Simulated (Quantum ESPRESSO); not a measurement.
# BN (F-43m) in Quantum ESPRESSO: notebook

Runs on BN. Level: PBEsol. Tasks: band structure, single point, equation of state.

Everything below comes from runs of Quantum ESPRESSO 7.5. Logs are shortened: lines on timing, memory, paths and dates and some standing lists are left out, and cuts for length are marked.

**Experimental background.**

From a printed reference work, monograph, for a bulk crystal of BN at 300 K: band gap 6.4 eV (indirect).

From “Effect of nanostructuration on compressibility of cubic BN”, 2012, arxiv:1208.3664, for a bulk crystal of BN at 300 K: bulk modulus 395 ± 2 GPa.

The results are compared with them further down.

**1. The crystal as given**

It takes space group F-43m (No. 216, cubic). Conventional cell: a = 3.626 Å, b = 3.626 Å, c = 3.626 Å, α = 90.00°, β = 90.00°, γ = 90.00°. N (site symmetry -43m) is surrounded by 4 B at 1.57 Å. B (site symmetry -43m) has 4 N at 1.57 Å as nearest neighbours.

The cell is a database's computed one.

**2. Band structure, PBEsol**

pw.in

```
&CONTROL
  calculation = 'scf'
  prefix = 'pwscf'
  outdir = './tmp'
  pseudo_dir = './pseudo'
  tprnfor = .true.
  tstress = .true.
  disk_io = 'low'
/
&SYSTEM
  ibrav = 0
  nat = 2
  ntyp = 2
  ecutwfc = 84
  nbnd = 9
  occupations = 'smearing'
  smearing = 'fd'
  degauss = 0.00367493
/
&ELECTRONS
  conv_thr = 4d-10
  electron_maxstep = 120
  mixing_beta = 0.5
/
ATOMIC_SPECIES
N     14.0070 N.upf
B     10.8100 B.upf
CELL_PARAMETERS angstrom
   0.0000000000    1.8130010000    1.8130010000
   1.8130010000    0.0000000000    1.8130010000
   1.8130010000    1.8130010000    0.0000000000
ATOMIC_POSITIONS angstrom
N      0.9065005000    0.9065005000    0.9065005000
B      0.0000000000    0.0000000000    0.0000000000
K_POINTS automatic
13 13 13 0 0 0
```

bands.in

```
&CONTROL
  calculation = 'bands'
  prefix = 'pwscf'
  outdir = './tmp'
  pseudo_dir = './pseudo'
  disk_io = 'low'
  verbosity = 'high'
/
&SYSTEM
  ibrav = 0
  nat = 2
  ntyp = 2
  ecutwfc = 84
  nbnd = 9
  occupations = 'smearing'
  smearing = 'fd'
  degauss = 0.00367493
/
&ELECTRONS
  conv_thr = 1d-08
  electron_maxstep = 120
  mixing_beta = 0.5
  diago_full_acc = .true.
/
ATOMIC_SPECIES
N     14.0070 N.upf
B     10.8100 B.upf
CELL_PARAMETERS angstrom
   0.0000000000    1.8130010000    1.8130010000
   1.8130010000    0.0000000000    1.8130010000
   1.8130010000    1.8130010000    0.0000000000
ATOMIC_POSITIONS angstrom
N      0.9065005000    0.9065005000    0.9065005000
B      0.0000000000    0.0000000000    0.0000000000
K_POINTS crystal
60
 0.0000000000  0.0000000000  0.0000000000 1
 0.0625000000  0.0000000000  0.0625000000 1
 0.1250000000  0.0000000000  0.1250000000 1
 0.1875000000  0.0000000000  0.1875000000 1
 0.2500000000  0.0000000000  0.2500000000 1
 0.3125000000  0.0000000000  0.3125000000 1
 0.3750000000  0.0000000000  0.3750000000 1
 0.4375000000  0.0000000000  0.4375000000 1
 0.5000000000  0.0000000000  0.5000000000 1
 0.5000000000  0.0625000000  0.5625000000 1
 0.5000000000  0.1250000000  0.6250000000 1
 0.5000000000  0.1875000000  0.6875000000 1
 0.5000000000  0.2500000000  0.7500000000 1
 0.4375000000  0.3125000000  0.7500000000 1
 0.3750000000  0.3750000000  0.7500000000 1
 0.3375000000  0.3375000000  0.6750000000 1
 0.3000000000  0.3000000000  0.6000000000 1
 0.2625000000  0.2625000000  0.5250000000 1
 0.2250000000  0.2250000000  0.4500000000 1
 0.1875000000  0.1875000000  0.3750000000 1
 0.1500000000  0.1500000000  0.3000000000 1
 0.1125000000  0.1125000000  0.2250000000 1
 0.0750000000  0.0750000000  0.1500000000 1
 0.0375000000  0.0375000000  0.0750000000 1
 0.0000000000  0.0000000000  0.0000000000 1
 0.0625000000  0.0625000000  0.0625000000 1
 0.1250000000  0.1250000000  0.1250000000 1
 0.1875000000  0.1875000000  0.1875000000 1
 0.2500000000  0.2500000000  0.2500000000 1
 0.3125000000  0.3125000000  0.3125000000 1
 0.3750000000  0.3750000000  0.3750000000 1
 0.4375000000  0.4375000000  0.4375000000 1
 0.5000000000  0.5000000000  0.5000000000 1
 0.5250000000  0.4500000000  0.5250000000 1
 0.5500000000  0.4000000000  0.5500000000 1
 0.5750000000  0.3500000000  0.5750000000 1
 0.6000000000  0.3000000000  0.6000000000 1
 0.6250000000  0.2500000000  0.6250000000 1
 0.5833333333  0.2500000000  0.6666666667 1
 0.5416666667  0.2500000000  0.7083333333 1
 0.5000000000  0.2500000000  0.7500000000 1
 0.5000000000  0.2857142857  0.7142857143 1
 0.5000000000  0.3214285714  0.6785714286 1
 0.5000000000  0.3571428571  0.6428571429 1
 0.5000000000  0.3928571429  0.6071428571 1
 0.5000000000  0.4285714286  0.5714285714 1
 0.5000000000  0.4642857143  0.5357142857 1
 0.5000000000  0.5000000000  0.5000000000 1
 0.4821428571  0.4821428571  0.5357142857 1
 0.4642857143  0.4642857143  0.5714285714 1
 0.4464285714  0.4464285714  0.6071428571 1
 0.4285714286  0.4285714286  0.6428571429 1
 0.4107142857  0.4107142857  0.6785714286 1
 0.3928571429  0.3928571429  0.7142857143 1
 0.3750000000  0.3750000000  0.7500000000 1
 0.6250000000  0.2500000000  0.6250000000 1
 0.5937500000  0.1875000000  0.5937500000 1
 0.5625000000  0.1250000000  0.5625000000 1
 0.5312500000  0.0625000000  0.5312500000 1
 0.5000000000  0.0000000000  0.5000000000 1
```

Potentials or basis: PseudoDojo 0.4.1 SR PBEsol standard.

The run is started by

```bash
OMP_NUM_THREADS=1 pw.x -in pw.in > pw.out
OMP_NUM_THREADS=1 pw.x -in bands.in > bands.out
```

pw.out:

```text
This program is part of the open-source Quantum ESPRESSO suite
     for quantum simulation of materials; please cite
[... 9 lines left out ...]
     --------------------
     sticks:   dense  smooth     PW     G-vecs:    dense   smooth      PW
     Sum         547     547    163                 8363     8363    1459

     Using Slab Decomposition

     bravais-lattice index     =            0
     lattice parameter (alat)  =       4.8452  a.u.
     unit-cell volume          =      80.4305 (a.u.)^3
     number of atoms/cell      =            2
     number of atomic types    =            2
     number of electrons       =         8.00
     number of Kohn-Sham states=            9
     kinetic-energy cutoff     =      84.0000  Ry
     charge density cutoff     =     336.0000  Ry
     scf convergence threshold =      4.0E-10
     mixing beta               =       0.5000
     number of iterations used =            8  plain     mixing
     Exchange-correlation= PBESOL
                           (   1   4  10   8   0   0   0)

     celldm(1)=   4.845202  celldm(2)=   0.000000  celldm(3)=   0.000000
     celldm(4)=   0.000000  celldm(5)=   0.000000  celldm(6)=   0.000000

     crystal axes: (cart. coord. in units of alat)
               a(1) = (   0.000000   0.707107   0.707107 )
               a(2) = (   0.707107   0.000000   0.707107 )
               a(3) = (   0.707107   0.707107   0.000000 )

     reciprocal axes: (cart. coord. in units 2 pi/alat)
               b(1) = ( -0.707107  0.707107  0.707107 )
               b(2) = (  0.707107 -0.707107  0.707107 )
               b(3) = (  0.707107  0.707107 -0.707107 )

     PseudoPot. # 1 for N  read from file:
     N.upf
     Pseudo is Norm-conserving + core correction, Zval =  5.0
     Generated using ONCVPSP code by D. R. Hamann
     Using radial grid of 1058 points,  4 beta functions with:
                l(1) =   0
                l(2) =   0
                l(3) =   1
                l(4) =   1

     PseudoPot. # 2 for B  read from file:
     B.upf
     Pseudo is Norm-conserving + core correction, Zval =  3.0
     Generated using ONCVPSP code by D. R. Hamann
     Using radial grid of 1534 points,  4 beta functions with:
                l(1) =   0
                l(2) =   0
                l(3) =   1
                l(4) =   1

     atomic species   valence    mass     pseudopotential
     N                 5.00    14.00700     N ( 1.00)
     B                 3.00    10.81000     B ( 1.00)

     24 Sym. Ops. (no inversion) found

   Cartesian axes

     site n.     atom                  positions (alat units)
         1        N      tau(   1) = (   0.3535534   0.3535534   0.3535534  )
         2        B      tau(   2) = (   0.0000000   0.0000000   0.0000000  )

     number of k points=    84  Fermi-Dirac smearing, width (Ry)=  0.0037
                       cart. coord. in units 2pi/alat
        k(    1) = (   0.0000000   0.0000000   0.0000000), wk =   0.0009103
        k(    2) = (   0.0543928   0.0543928  -0.0543928), wk =   0.0072827
        k(    3) = (   0.1087857   0.1087857  -0.1087857), wk =   0.0072827
        k(    4) = (   0.1631785   0.1631785  -0.1631785), wk =   0.0072827
        k(    5) = (   0.2175713   0.2175713  -0.2175713), wk =   0.0072827
        k(    6) = (   0.2719641   0.2719641  -0.2719641), wk =   0.0072827
[... 76 lines left out ...]
        k(   83) = (   0.0000000  -0.4351426   0.6527140), wk =   0.0218480
        k(   84) = (  -0.0543928  -0.3807498   0.7071068), wk =   0.0218480

     Dense  grid:     8363 G-vectors     FFT dimensions: (  30,  30,  30)

     Initial potential from superposition of free atoms

     starting charge       7.9997, renormalised to       8.0000
     Starting wfcs are    8 randomized atomic wfcs +    1 random wfcs

     Self-consistent Calculation

     iteration #  1     ecut=    84.00 Ry     beta= 0.50
     Davidson diagonalization with overlap
     ethr =  1.00E-02,  avg # of iterations =  5.2

     total energy              =     -26.70718236 Ry
[... 51 lines left out ...]

    -9.1568  10.9821  10.9821  10.9821  19.7652  19.7652  19.7652  21.1119
    35.3105

          k = 0.0544 0.0544-0.0544 (  1028 PWs)   bands (ev):

    -9.0130  10.1965  10.8274  10.8274  19.9234  19.9986  19.9986  21.6148
    35.1439

          k = 0.1088 0.1088-0.1088 (  1025 PWs)   bands (ev):

    -8.5857   8.3366  10.4402  10.4402  20.1817  20.5615  20.5615  22.8150
    34.6710

          k = 0.1632 0.1632-0.1632 (  1041 PWs)   bands (ev):

    -7.8908   6.0863   9.9720   9.9720  20.4501  21.1496  21.1496  24.0698
    34.1423

          k = 0.2176 0.2176-0.2176 (  1056 PWs)   bands (ev):

    -6.9673   3.8313   9.5453   9.5453  20.7030  21.5138  21.5138  25.0338
    33.8488

          k = 0.2720 0.2720-0.2720 (  1038 PWs)   bands (ev):

    -5.9194   1.8352   9.2324   9.2324  20.8965  21.6286  21.6286  25.6401
    33.8617

          k = 0.3264 0.3264-0.3264 (  1044 PWs)   bands (ev):

    -5.0646   0.4908   9.0687   9.0687  20.9990  21.6293  21.6293  25.9258
    34.0146

          k = 0.1088-0.0000 0.0000 (  1014 PWs)   bands (ev):

    -8.9651  10.4732  10.5098  10.5098  19.4463  20.3931  20.3931  21.6752
    33.9511

          k = 0.1632 0.0544-0.0544 (  1033 PWs)   bands (ev):

    -8.6325   8.9643  10.0156  10.4187  19.4628  20.8910  21.0868  22.5331
    32.3740

          k = 0.2176 0.1088-0.1088 (  1037 PWs)   bands (ev):

    -8.0266   6.8606   9.5071  10.0622  19.8600  21.2623  21.7768  23.6431
    31.6493

          k = 0.2720 0.1632-0.1632 (  1042 PWs)   bands (ev):

    -7.1768   4.6269   9.0969   9.5821  20.3032  21.5582  22.2006  24.5716
    31.8741

          k = 0.3264 0.2176-0.2176 (  1047 PWs)   bands (ev):

    -6.1580   2.5479   8.8454   9.1121  20.6297  21.6916  22.2901  25.3656
    32.5995

          k = 0.3807 0.2720-0.2720 (  1044 PWs)   bands (ev):

    -5.1892   0.9451   8.7367   8.7768  20.8656  21.6978  22.1695  25.9597
    33.1893

          k =-0.2720-0.3807 0.3807 (  1050 PWs)   bands (ev):

    -4.8437   0.4384   8.5062   8.8921  21.0888  21.6469  21.9886  26.1600
    33.4605
[... 303 lines left out ...]
    -5.6385   4.0025   5.9773   7.9463  19.5571  22.7488  23.8108  25.7249
    30.4644

          k =-0.2176-0.4351 0.6527 (  1049 PWs)   bands (ev):

    -4.7222   2.8535   5.4155   7.3149  20.1006  22.5365  24.5582  26.5414
    30.2273

          k =-0.1632-0.3807 0.5983 (  1051 PWs)   bands (ev):

    -4.0254   1.9215   5.2927   6.8866  20.3165  22.4748  25.5699  26.9816
    29.3357

          k =-0.1632-0.4895 0.7071 (  1047 PWs)   bands (ev):

    -4.4082   3.2092   5.2935   6.3035  18.7486  22.7435  24.7093  27.5383
    30.2572

          k =-0.1088-0.4351 0.6527 (  1048 PWs)   bands (ev):

    -3.7306   2.7165   4.6139   5.8574  19.4978  23.5106  24.6994  27.6132
    29.5966

          k =-0.0544-0.3807 0.5983 (  1051 PWs)   bands (ev):

    -3.5369   2.6033   4.1255   6.0099  20.0674  23.4363  25.6768  26.8708
    29.1027

          k = 0.0000-0.3264 0.5439 (  1052 PWs)   bands (ev):

    -3.9631   2.7807   4.3217   6.5666  20.4108  22.7849  25.1339  27.4528
    29.1008

          k =-0.0544-0.4895 0.7071 (  1047 PWs)   bands (ev):

    -3.4890   2.7650   4.9471   5.1422  18.2843  22.5569  25.9920  27.9677
    30.2903

          k = 0.0000-0.4351 0.6527 (  1051 PWs)   bands (ev):

    -3.3154   3.0562   3.8558   5.3567  19.2849  23.8099  25.2510  27.0881
    29.9139

          k =-0.0544-0.3807 0.7071 (  1054 PWs)   bands (ev):

    -3.3305   3.1687   4.0344   4.9252  20.2935  23.8807  24.9969  26.3813
    29.8297

     the Fermi energy is    13.0768 ev

!    total energy              =     -26.74416279 Ry
     estimated scf accuracy    <          1.6E-10 Ry
     smearing contrib. (-TS)   =       0.00000000 Ry
     internal energy E=F+TS    =     -26.74416279 Ry

     The total energy is F=E-TS. E is the sum of the following terms:
     one-electron contribution =       4.61922716 Ry
     hartree contribution      =       3.55029388 Ry
     xc contribution           =      -8.65282102 Ry
     ewald contribution        =     -26.26086280 Ry

     convergence has been achieved in   8 iterations

     Forces acting on atoms (cartesian axes, Ry/au):

     atom    1 type  1   force =     0.00000000    0.00000000    0.00000000
     atom    2 type  2   force =     0.00000000    0.00000000    0.00000000

     Total force =     0.000000     Total SCF correction =     0.000000

     Computing stress (Cartesian axis) and pressure

          total   stress  (Ry/bohr**3)                   (kbar)     P=      -57.68
  -0.00039213  -0.00000000   0.00000000          -57.68       -0.00        0.00
  -0.00000000  -0.00039213  -0.00000000           -0.00      -57.68       -0.00
   0.00000000  -0.00000000  -0.00039213            0.00       -0.00      -57.68

=------------------------------------------------------------------------------=
   JOB DONE.
=------------------------------------------------------------------------------=
```

Wall time 6.8 s (1 thread of Intel Xeon 6985P-C at 2.30GHz (Granite Rapids), shared host); peak memory 0.09 GiB.

Results:

| Item | Value |
| --- | --- |
| Free energy | -363.8729 eV |
| Pressure | -5.8 GPa |
| Band gap on the k mesh | 4.41 eV, indirect (least direct gap 8.78 eV) |
| Band gap along the path | 4.33 eV, indirect (least direct gap 8.78 eV) |

Levels at the corners of the path, in eV from the valence-band top:
```
point  band 1  band 2  band 3  band 4  band 5  band 6  band 7  band 8
    Γ  -20.14    0.00    0.00    0.00    8.78    8.78    8.78   10.13
    X  -14.54   -8.90   -4.90   -4.90    4.33    9.14   17.74   17.74
    W  -14.22   -7.56   -6.98   -6.52    9.44   13.19   14.37   14.54
    K  -14.45   -8.11   -7.68   -4.07    6.78   12.75   15.69   16.50
    Γ  -20.14    0.00    0.00    0.00    8.78    8.78    8.78   10.13
    L  -15.91  -10.69   -1.93   -1.93   10.03   10.64   10.64   14.98
    U  -14.45   -8.11   -7.68   -4.07    6.78   12.75   15.69   16.50
    W  -14.22   -7.56   -6.98   -6.52    9.44   13.19   14.37   14.54
    L  -15.91  -10.69   -1.93   -1.93   10.03   10.64   10.64   14.98
    K  -14.45   -8.11   -7.68   -4.07    6.78   12.75   15.69   16.50
    U  -14.45   -8.11   -7.68   -4.07    6.78   12.75   15.69   16.50
    X  -14.54   -8.90   -4.90   -4.90    4.33    9.14   17.74   17.74
```

[end of part 1 of 2]
